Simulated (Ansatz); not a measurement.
A (100) slab of TiAl (P4/mmm (No. 123)), 9 planes, outer planes Al (top) and Al (bottom), with 9 atoms (Ti4Al5) in a surface cell of A = 11.425 Å², as cut from the bulk:

```xyz
9
Lattice="2.8106 0.0000 0.0000 0.0000 4.0650 0.0000 0.0000 0.0000 26.2422" Properties=species:S:1:pos:R:3 pbc="T T T"
Al    1.4053    2.0325    7.5000
Ti    0.0000    0.0000    8.9053
Al    1.4053    2.0325   10.3106
Ti    0.0000    0.0000   11.7158
Al    1.4053    2.0325   13.1211
Ti    0.0000    0.0000   14.5264
Al    1.4053    2.0325   15.9317
Ti    0.0000    0.0000   17.3370
Al    1.4053    2.0325   18.7422
```

Computed with DFT r2SCAN, scalar-relativistic, plane waves, PAW in Ansatz. Plane waves to 500 eV, a k mesh through Γ of 12×9×1 on the computed 9-atom cell and Gaussian smearing (0.10 eV); no spin polarisation. The cell repeats along c with a dipole correction in the vacuum.

The relaxed slab holds 4 formula units of TiAl and 1 further Al. Against those formula units in the bulk and the further Al in its standard state it lies 1.927 eV higher. The formation energy of TiAl from the standard states is -0.906 eV a formula unit (uncorrected, no zero-point or thermal terms).

**Question.** Over what range can the chemical potential of Al vary, and what is the surface energy at both ends?

**Answer.** In contact with the bulk, μ(Al) + μ(Ti) is fixed. With Δμ counted from the standard states, Δμ(Al) ≤ 0 keeps elemental Al from forming, and Δμ(Ti) ≤ 0 requires Δμ(Al) ≥ ΔH = -0.906 eV. Other compounds of Al and Ti can narrow this range. Then γ, the mean of both faces, = [1.927 eV − 1.00·Δμ(Al)]/(2A). At the Al-rich end (Δμ = 0): 1.927/(2 × 11.425) × 16.02 = 1.35 J/m². At the Al-poor end: (1.927 + 0.906)/(2 × 11.425) × 16.02 = 1.99 J/m².

**Question.** How does its energy depend on growth conditions?

**Answer.** It carries an excess of Al, so its energy falls by 0.70 J/m² for each eV that μ(Al) rises: Al-rich conditions lower it; whether it appears depends on the other terminations.